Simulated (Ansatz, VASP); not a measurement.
**GaP in VASP and in Ansatz**

```xyz
16
Lattice="0.0000 5.5051 -5.5051 5.5051 5.5051 0.0000 5.5051 0.0000 -5.5051" Properties=species:S:1:pos:R:3 pbc="T T T"
Ga    2.7526    5.5051   -2.7526
Ga    0.0000    2.7526   -2.7526
Ga    2.7526    8.2577   -5.5051
Ga    0.0000    5.5051   -5.5051
Ga    5.5051    5.5051   -5.5051
Ga    2.7526    2.7526   -5.5051
Ga    5.5051    8.2577   -8.2577
Ga    2.7526    5.5051   -8.2577
P     4.1288    4.1288   -4.1288
P     6.8814    6.8814   -4.1288
P     4.1288    6.8814   -6.8814
P     6.8814    9.6340   -6.8814
P     6.8814    4.1288   -6.8814
P     9.6340    6.8814   -6.8814
P     6.8814    6.8814   -9.6340
P     9.6340    9.6340   -9.6340
```

Alike in both runs: task single point; functional PBE; k mesh 3 × 3 × 3; occupations gaussian, width 0.01 eV; no spin polarisation.

```csv
,VASP,Ansatz
version,VASP 6.6.1,Ansatz 0.2.0
potentials or method,"VASP PAW PBE potentials, release 64 (Ga_d, P)","scalar-relativistic, plane waves, PAW"
plane-wave cutoff (eV),520,420
valence electrons in the cell,144,144
```

|  | VASP | Ansatz | Ansatz less VASP |
| --- | --- | --- | --- |
| gap on the k mesh at the Fermi level (eV) | 1.58 | 1.58 | +0.003 |
| least direct gap on the mesh (eV) | 1.58 | 1.58 | +0.003 |
| pressure (GPa) | 0.1 | 0.1 | -0.01 |

Caveats: an odd mesh through Γ misses points on the zone boundary, where band edges often lie.
